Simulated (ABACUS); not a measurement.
# KF (Carobbiite) under changes of volume

One of the cells (19.074 Å³/atom); the others are scaled copies at fixed shape and fractional positions:

```
CELL_PARAMETERS angstrom
0.00000 2.67185 2.67185
2.67185 0.00000 2.67185
2.67185 2.67185 0.00000
ATOMIC_POSITIONS crystal
K 0.00000 0.00000 0.00000
F 0.50000 0.50000 0.50000
```

| Item | Value |
| --- | --- |
| Program | ABACUS 3.10.1 |
| Functional | PBE |
| Potentials or basis | PseudoDojo NC SR 0.4.1 PBE standard |
| Cutoff | 1143 eV |
| Density cutoff | 4572 eV |
| Basis | plane waves |
| k mesh | 9 × 9 × 9 |
| Occupations | fermi-dirac, width 0.05 eV |
| Spin | no spin polarisation |

| volume (Å³/atom) | energy over the lowest point (meV/atom) | pressure (GPa) | gap on the mesh (eV) |
| --- | --- | --- | --- |
| 17.929 | ? | ? | ? |
| 18.311 | 12.83 | 2.9 | 6.42 |
| 18.692 | 7.00 | 2.0 | 6.31 |
| 19.074 | 3.05 | 1.3 | 6.20 |
| 19.455 | 0.78 | 0.6 | 6.09 |
| 19.837 | 0.00 | 0.0 | 6.00 |
| 20.218 | 0.56 | -0.5 | 5.90 |

Q: What does the run at 17.929 Å³/atom give?

A: Energy over the lowest point 20.76 meV/atom; pressure 3.8 GPa; gap on the mesh 6.54 eV.

Worked out: A Birch-Murnaghan fit of order 3 (a polynomial in V^(-2/3)) to the other rows has its minimum at 19.86 Å³/atom with B0 = V·E''(V) = 29 GPa and B' = 5.0. It gives 20.79 meV/atom at 17.929 Å³/atom, against the run's 20.76, and -dE/dV = 3.8 GPa, against 3.8. A straight line through the other rows of the gap, of slope -5.25 eV per unit of ln V (its deformation potential), extrapolates to 6.53 eV, against the run's 6.54.

Energies are extrapolated to zero smearing.

Caveats: an odd mesh through Γ misses points on the zone boundary, where band edges often lie.
